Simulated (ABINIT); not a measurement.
The system is SiC (Moissanite).

```
Si C
1.0
     3.07600    0.00000    0.00000
    -1.53800    2.66389    0.00000
     0.00000    0.00000    5.04800
Si C
2 2
Direct
  0.66667 0.33333 0.50000
  0.33333 0.66667 0.00000
  0.66667 0.33333 0.88500
  0.33333 0.66667 0.38500
```

Base run:

- Program: ABINIT 10.8.3 (patched build)
- Functional: PBE
- Potentials or basis: SPMS NC PBE v1.0
- Cutoff: 952 eV
- k mesh: 10 × 10 × 5
- Occupations: fermi-dirac, width 0.05 eV
- Spin: no spin polarisation

Its results: band gap on the k mesh 2.49 eV, indirect (least direct gap 4.08 eV); pressure 3.2 GPa; largest force 0.760 eV/Å.

The run is repeated on the same cell with these changes: potentials or basis from SPMS NC PBE v1.0 to PseudoDojo NC SR PBE v0.5 stringent; cutoff from 952 eV to 1116 eV. What comes out?

Band gap on the k mesh 2.49 eV, indirect (least direct gap 4.09 eV); pressure 3.7 GPa; largest force 0.760 eV/Å.

Caveats: the mesh misses the band edges, which the band path finds closer together.
